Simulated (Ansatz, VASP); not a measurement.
# TaN in VASP and in Ansatz

```
Ta N
1.0
     5.18500    0.00000    0.00000
    -2.59250    4.49034    0.00000
     0.00000    0.00000    2.90800
Ta N
3 3
Direct
  0.00000 0.00000 0.00000
  0.33333 0.66667 0.50000
  0.66667 0.33333 0.50000
  0.50000 0.00000 0.00000
  0.50000 0.50000 0.00000
  0.00000 0.50000 0.00000
```

Alike in both runs: task single point; functional LDA; k mesh 5 × 5 × 8; occupations fermi-dirac, width 0.03 eV; no spin polarisation.

|  | VASP | Ansatz |
| --- | --- | --- |
| version | VASP 6.6.1 | Ansatz 0.2.0 |
| potentials or method | VASP PAW LDA potentials, release 64 (Ta_pv, N), cutoff 520 eV | all-electron LAPW, scalar-relativistic |

|  | VASP | Ansatz | Ansatz less VASP |
| --- | --- | --- | --- |
| pressure (GPa) | -3.0 | -4.8 | -1.76 |
| largest component of the traceless stress (GPa) | 1.33 | 1.76 | +0.434 |

Ansatz ran all-electron here, so the differences hold the error of VASP's frozen core and of both bases.

The runs have no spin-orbit coupling, so splittings on Ta are missing.
